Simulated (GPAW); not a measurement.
GPAW run on InCuS2 (I-42d, 8 atoms in the cell): self-consistent single point

Level of theory: PBE, GPAW PAW datasets PBE (gpaw-data 1.0.1) (plane waves; GPAW).

Input:

```python
from ase import Atoms
from ase.units import GPa
from gpaw import GPAW

atoms = Atoms(['In', 'In', 'Cu', 'Cu', 'S', 'S', 'S', 'S'],
              cell=[[-2.801603, 2.801603, 5.646531],
                    [2.801603, -2.801603, 5.646531],
                    [2.801603, 2.801603, -5.646531]],
              scaled_positions=[[0.500000, 0.500000, 0.000000],
                                [0.250000, 0.750000, 0.500000],
                                [0.750000, 0.250000, 0.500000],
                                [0.000000, 0.000000, 0.000000],
                                [0.875000, 0.903800, 0.528800],
                                [0.096200, 0.625000, 0.971200],
                                [0.375000, 0.346200, 0.471200],
                                [0.653800, 0.125000, 0.028800]],
              pbc=True)

calc = GPAW(mode={'name': 'pw', 'ecut': 850},
            xc='PBE',
            kpts={'size': (4, 4, 4), 'gamma': True},
            occupations={'name': 'fermi-dirac', 'width': 0.05},
            nbands=-16,
            convergence={'density': 1e-05},
            symmetry={'symmorphic': False, 'tolerance': 0.0005},
            maxiter=120)

atoms.calc = calc

energy = atoms.get_potential_energy()
print('Energy (eV):', round(energy, 6))
forces = atoms.get_forces()
print('Forces (eV/Ang):')
print(forces.round(5))
stress = atoms.get_stress()
print('Stress (GPa, Voigt):', (stress / GPa).round(4))
```

Output (repeated stretches shortened):

```
Input parameters:
  convergence: {density: 1e-05}
  kpts: {gamma: True,
         size: (4, 4, 4)}
  maxiter: 120
  mode: {ecut: 850,
         name: pw}
  nbands: -16
  occupations: {name: fermi-dirac,
                width: 0.05}
  symmetry: {symmorphic: False,
             tolerance: 0.0005}
  xc: PBE

species:
  In:
    name: Indium
    Z: 49.0
    valence: 13
    core: 36
    charge: 0.0
    file: In.PBE.gz

    # Using partial waves for In as LCAO basis

  Cu:
    name: Copper
    Z: 29.0
    valence: 11
    core: 18
    charge: 0.0
    file: Cu.PBE.gz

    # Using partial waves for Cu as LCAO basis

  S:
    name: Sulfur
    Z: 16.0
    valence: 6
    core: 10
    charge: 0.0
    file: S.PBE.gz

    # Using partial waves for S as LCAO basis

Reference energy: -453424.222593  # eV

Spin-paired calculation

Convergence criteria:
 Maximum [total energy] change in last 3 cyles: 0.0005 eV / valence electron
 Maximum integral of absolute [dens]ity change: 1e-05 electrons / valence electron
 Maximum integral of absolute [eigenst]ate change: 4e-08 eV^2 / valence electron
 Maximum number of scf [iter]ations: 120

Symmetries present (total): 8
Symmetries with fractional translations: 4
64 k-points: 4 x 4 x 4 Monkhorst-Pack grid + [1/8,1/8,1/8]
13 k-points in the irreducible part of the Brillouin zone
       k-points in crystal coordinates                weights
   0:     0.00000000    0.00000000    0.00000000          1/64
   1:     0.25000000   -0.25000000    0.00000000          4/64
   2:     0.25000000   -0.25000000    0.25000000          4/64
   [... 7 lines left out ...]
          ...
  12:     0.50000000    0.50000000    0.50000000          1/64

Wave functions: Plane wave expansion
  Cutoff energy: 850.000 eV
  Number of coefficients (min, max): 9935, 10003
  Pulay-stress correction: 0.000000 eV/Ang^3 (de/decut=0.000000)

Occupation numbers: Fermi-Dirac:
  width: 0.0500  # eV

Eigensolver

Densities:
  Coarse grid: 48*48*48 grid
  Fine grid: 96*96*96 grid
  Total Charge: 0.000000

Density mixing:
  Method: separate
  Backend: pulay
  Linear mixing parameter: 0.05
  old densities: 5
  Damping of long wavelength oscillations: 50

Hamiltonian:
  XC and Coulomb potentials evaluated on a 96*96*96 grid
  External potential:
    NoExternalPotential

XC parameters: PBE with 2 nearest neighbor stencil

Number of atoms: 8
Number of atomic orbitals: 52
Number of bands in calculation: 52
Number of valence electrons: 72
Bands to converge: occupied

Density initialized from atomic densities
  52 bands from LCAO basis set

Atomic positions and initial magnetic moments

Positions:
   0 In     0.000000    0.000000    5.646531    ( 0.0000,  0.0000,  0.0000)
   1 In     2.801603    0.000000    2.823266    ( 0.0000,  0.0000,  0.0000)
   2 Cu     0.000000    2.801603    2.823266    ( 0.0000,  0.0000,  0.0000)
   3 Cu     0.000000    0.000000    0.000000    ( 0.0000,  0.0000,  0.0000)
   4 S      1.562174    1.400802    7.058164    ( 0.0000,  0.0000,  0.0000)
   5 S      4.202405    1.239429   -1.411633    ( 0.0000,  0.0000,  0.0000)
   6 S      1.239429    1.400802    1.411633    ( 0.0000,  0.0000,  0.0000)
   7 S     -1.400802    1.562174    4.234898    ( 0.0000,  0.0000,  0.0000)

Unit cell:
           periodic     x           y           z      points  spacing
  1. axis:    yes   -2.801603    2.801603    5.646531    48     0.1046
  2. axis:    yes    2.801603   -2.801603    5.646531    48     0.1046
  3. axis:    yes    2.801603    2.801603   -5.646531    48     0.0825

  Lengths:   6.897918   6.897918   6.897918
  Angles:  132.073327 132.073327  70.113239

Effective grid spacing dv^(1/3) = 0.1170

     iter     time        total  log10-change:
                         energy   eigst   dens
iter:   1 --:--:--   -35.358396
iter:   2 --:--:--   -34.829027   -1.21  -1.23
iter:   3 --:--:--   -33.695046   -1.11  -1.25
iter:   4 --:--:--   -33.487512   -2.20  -1.40
iter:   5 --:--:--   -33.699524   -1.42  -1.52
iter:   6 --:--:--   -33.678146   -1.13  -1.72
iter:   7 --:--:--   -33.412984   -2.36  -2.07
iter:   8 --:--:--   -33.637264   -1.48  -2.41
iter:   9 --:--:--   -33.499556   -1.39  -2.08
iter:  10 --:--:--   -33.365167   -2.55  -2.30
iter:  11 --:--:--   -33.367796   -4.55  -2.91
iter:  12 --:--:--   -33.360945c  -3.55  -2.87
iter:  13 --:--:--   -33.360758c  -4.16  -3.18
iter:  14 --:--:--   -33.360706c  -5.86  -3.21
iter:  15 --:--:--   -33.360719c  -6.54  -3.23
iter:  16 --:--:--   -33.360824c  -5.19  -3.25
iter:  17 --:--:--   -33.360782c  -5.18  -3.49
iter:  18 --:--:--   -33.360805c  -5.84  -3.63
iter:  19 --:--:--   -33.360779c  -5.86  -3.67
iter:  20 --:--:--   -33.360780c  -6.82  -4.09
iter:  21 --:--:--   -33.360775c  -7.16  -4.22
iter:  22 --:--:--   -33.360774c  -6.74  -4.40
iter:  23 --:--:--   -33.360774c  -8.49c -4.55
iter:  24 --:--:--   -33.360774c  -8.17c -4.55
iter:  25 --:--:--   -33.360774c  -8.18c -4.70
iter:  26 --:--:--   -33.360774c  -8.35c -4.87
iter:  27 --:--:--   -33.360774c  -9.36c -5.05c

Converged after 27 iterations.

Dipole moment: (3.269229, -3.269229, -0.000000) |e|*Ang

Energy contributions relative to reference atoms: (reference = -453424.222593)

Kinetic:        +34.197374
Potential:      -37.044025
External:        +0.000000
XC:             -31.341659
Entropy (-ST):   -0.004727
Local:           +0.829900
SIC:             +0.000000
--------------------------
Free energy:    -33.363137
Extrapolated:   -33.360774

Showing only first 2 kpts
 Kpt  Band  Eigenvalues  Occupancy
  0    34      5.02068    1.57990
  0    35      5.02068    1.57988
  0    36      5.04325    1.41078
  0    37      7.14968    0.00000

  1    34      4.58547    1.99991
  1    35      4.90293    1.95078
  1    36      6.39335    0.00000
  1    37      7.17466    0.00000

Fermi level: 5.08691

No gap
No difference between direct/indirect transitions
Energy (eV): -33.360774

Forces in eV/Ang:
  0 In    0.00000    0.00000    0.00000
  1 In    0.00000    0.00000    0.00000
  2 Cu    0.00000    0.00000    0.00000
  3 Cu    0.00000    0.00000    0.00000
  4 S    -0.05604   -0.00000    0.00000
  5 S     0.00000    0.05604   -0.00000
  6 S     0.05604    0.00000    0.00000
  7 S    -0.00000   -0.05604   -0.00000

Stress tensor:
     0.005019     0.000000    -0.000000
     0.000000     0.005019    -0.000000
    -0.000000    -0.000000     0.004996
Stress (GPa, Voigt): [ 0.8042  0.8042  0.8005 -0.     -0.      0.    ]
```

The run converged in 27 iterations. GPAW prints stress with tension positive.

The starting cell comes from a database of computed structures (which also holds hypothetical and non-ambient phases and stackings), without a prior relaxation at this level. Its lattice was rescaled by a random factor within 2.5 % of one. Spin polarisation is off. The run gives no clean gap (levels at the Fermi energy touch, overlap or are partly filled at this smearing), which alone does not show that the compound is a metal.

Cost on one core of a shared machine: roughly 9 min.
